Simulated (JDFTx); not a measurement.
Crystal: WS2 (Tungstenite).

```xyz
6
Lattice="3.1800 0.0000 0.0000 -1.5900 2.7540 0.0000 0.0000 0.0000 12.5000" Properties=species:S:1:pos:R:3 pbc="T T T"
W     1.5900    0.9180    9.3750
W     0.0000    1.8360    3.1250
S     1.5900    0.9180    4.6875
S     0.0000    1.8360   10.9375
S     1.5900    0.9180    1.5625
S     0.0000    1.8360    7.8125
```

Base run:

* Program: JDFTx 1.7.0 (patched build)
* Functional: LDA
* Potentials or basis: PseudoDojo-SR-LDA-0.4.1-standard with smoothed tails
* Cutoff: 952 eV
* Density cutoff: 7619 eV
* k mesh: 10 × 10 × 3
* Occupations: gaussian, width 0.02 eV
* Spin: no spin polarisation

Its results: band gap on the k mesh 1.04 eV, indirect (least direct gap 2.06 eV); pressure -5.9 GPa; largest force 0.388 eV/Å.

Task: The run is repeated on the same cell with these changes: k mesh from 10 × 10 × 3 to 4 × 4 × 1; occupations from gaussian, width 0.02 eV to fermi-dirac, width 0.05 eV. What comes out?

Result: Band gap on the k mesh 1.32 eV, indirect (least direct gap 2.23 eV); pressure -6.2 GPa; largest force 0.461 eV/Å.

Caveats: some runs use coarse meshes; spin-orbit coupling is left out, which moves the levels of the heavy elements; an odd mesh through Γ misses points on the zone boundary, where band edges often lie.
